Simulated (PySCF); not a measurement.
acetone: ΔSCF against reference XPS values

What was measured (core binding energies): C 1s of C1/C3 291.23 eV [1]; C 1s of C2 293.88 eV [1]; O 1s of O4 537.73 eV [1]. Sources and the comparison follow the method.

Compound: acetone, C₃H₆O.
Structure used (PBE0-D3(BJ)/def2-TZVP), in Å, numbered top down from 1:
```
atom  x, y, z in Å
C1     1.1997   -0.4603    0.1476
C2     0.1663    0.6047   -0.1146
C3    -1.2716    0.1583   -0.1084
O4     0.4760    1.7535   -0.3081
H5     1.2394   -0.6484    1.2255
H6     0.9381   -1.4049   -0.3337
H7     2.1798   -0.1206   -0.1825
H8    -1.9338    1.0209   -0.1471
H9    -1.4864   -0.4461    0.7770
H10   -1.4549   -0.4799   -0.9783
```

Level of theory: PySCF 2.14.0, delta-SCF UKS SCAN, pcX-3 on the ionised atom, pcseg-2 elsewhere, spin-free X2C. Each binding energy is the total energy of the core-ionised species, with the hole localised on one atom, minus that of the ground state; both are solved self-consistently, so orbital relaxation is included.

| atom | environment | level | this calculation (eV) | reference (eV) | difference (eV) | source |
| --- | --- | --- | --- | --- | --- | --- |
| C1/C3 | methyl carbon next to a carbonyl | C 1s | 291.03 | 291.23 | -0.20 | [1] |
| C2 | ketone carbonyl carbon | C 1s | 293.49 | 293.88 | -0.39 | [1] |
| O4 | ketone oxygen | O 1s | 537.62 | 537.73 | -0.11 | [1] |

[1] measured, gas; CORE65 (Golze, Keller, Rinke, J. Phys. Chem. Lett. 2020, 11, 1840), as tabulated in Jana, Herbert, J. Chem. Phys. 2023, 158, 094111, SI

Q: How far is it from the measured entries?

A: Over the 3 different measured values (3 distinct lines) the mean signed difference is -0.23 eV, the mean unsigned one 0.23 eV and the largest 0.39 eV. The calculation is vertical and has no vibrational structure, and measured positions depend on the energy calibration.

Lowest listed C 1s: C1/C3, bonded to C and 3 H. Highest, 2.46 eV above it: C2, bonded to O (double bond) and 2 C. Summing the Pauling electronegativity differences to the bonded atoms, each weighted by its formal bond order, gives -1.05 for the lowest site and +1.78 for the highest.

Topologically equivalent atoms share the value of their first member; where this conformer doesn't relate them by symmetry, their own values could differ. The unrestricted hole states depart most from a pure doublet (⟨S²⟩ = 0.75; over 0.85 named) for C 1s of C2 (0.86), which makes this value less certain. Geometry: PBE0-D3(BJ)/def2-TZVP; no solvent, vibrations or thermal averaging.

On an Intel Xeon Platinum 8375C at 2.90 GHz with one thread, shared host with 96 logical CPUs at a one-minute load of 34, this took 34 s wall and 1.0 GiB of memory at its peak.
